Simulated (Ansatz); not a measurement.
# MgO: the cost of one run

Program: Ansatz 0.2.0. Level of theory: DFT PBEsol, scalar-relativistic, plane waves, PAW. These are calculated values, not measurements.

The COD cell was measured well above room temperature, so it is larger than a cold one.

8 further runs of the same task are left out: 8 set aside as unsound or not needed. Runs told in other sessions of the task aren't counted.

**1. The structure to begin with**

The structure is cubic, space group Fm-3m (No. 225). Conventional cell: a = 4.215 Å, b = 4.215 Å, c = 4.215 Å, α = 90.00°, β = 90.00°, γ = 90.00°. Mg (site symmetry m-3m) has 6 O at 2.11 Å in its first shell of neighbours. O (site symmetry m-3m) is surrounded by 6 Mg at 2.11 Å.

As a file:

```cif
data_structure
_symmetry_space_group_name_H-M 'Fm-3m'
_symmetry_Int_Tables_number 225
_cell_length_a 4.2149
_cell_length_b 4.2149
_cell_length_c 4.2149
_cell_angle_alpha 90.000
_cell_angle_beta 90.000
_cell_angle_gamma 90.000
_cell_volume 74.88
loop_
_atom_site_label
_atom_site_type_symbol
_atom_site_symmetry_multiplicity
_atom_site_Wyckoff_symbol
_atom_site_fract_x
_atom_site_fract_y
_atom_site_fract_z
_atom_site_occupancy
Mg1 Mg 4 a 0.00000 0.00000 0.00000 1
O1 O 4 b 0.50000 0.00000 0.00000 1
```

This cell was relaxed beforehand with the same method: volume 9.36 Å³/atom, gap on the mesh 4.62 eV.

**3. Setting up the map**

Atoms count from 1 in the order of the input.

One atom moved over a plane, all else fixed.

The axes are (1) shift of Mg1 along [1 1 0]: 11 values from −0.530 Å; (2) shift of Mg1 along [0 0 1]: 11 values from −0.530 Å.

Nothing else is relaxed (all other atoms fixed). Energies count from the relaxed crystal. Points are written as (first, second).

(The set-up runs are not shown.)

**4. Point (−0.318 Å, −0.530 Å)**

File input.yaml:

```yaml
crystal:
  lattice:
    - [4.2149416169, 0.0, 0.0]
    - [0.0, -4.2149416169, 0.0]
    - [0.0, 0.0, -4.2149416169]
  atoms:
    - { symbol: Mg, position: [-0.0533482968, 0.0533482968, 0.1257431415] }
    - { symbol: Mg, position: [0.5, 0.5, 0.0] }
    - { symbol: Mg, position: [0.5, 0.0, 0.5] }
    - { symbol: Mg, position: [0.0, 0.5, 0.5] }
    - { symbol: O, position: [0.5, 0.0, 0.0] }
    - { symbol: O, position: [0.0, 0.5, 0.0] }
    - { symbol: O, position: [0.0, 0.0, 0.5] }
    - { symbol: O, position: [0.5, 0.5, 0.5] }
basis:
  ecutwfc: 420
kpoints:
  mp_grid: { grid: [6, 6, 6] }
hamiltonian:
  xc: pbesol
  pseudopotentials: { kind: paw, azcp: { folder: soft_1 } }
scf:
  occupations: { method: gaussian, width: 0.05 }
output:
  forces: true
  stress: true
  eigenvalues: true
```

The run is started by

```bash
$ ansatz run input.yaml --threads 2 --pin off --max-ram 4096MiB --backend cpu --events-out ev --progress --plain --runs-dir out
```

What time and memory should one allow on 2 threads of Arm Neoverse N1, shared host?

About 17 s, with a peak of 0.38 GiB.
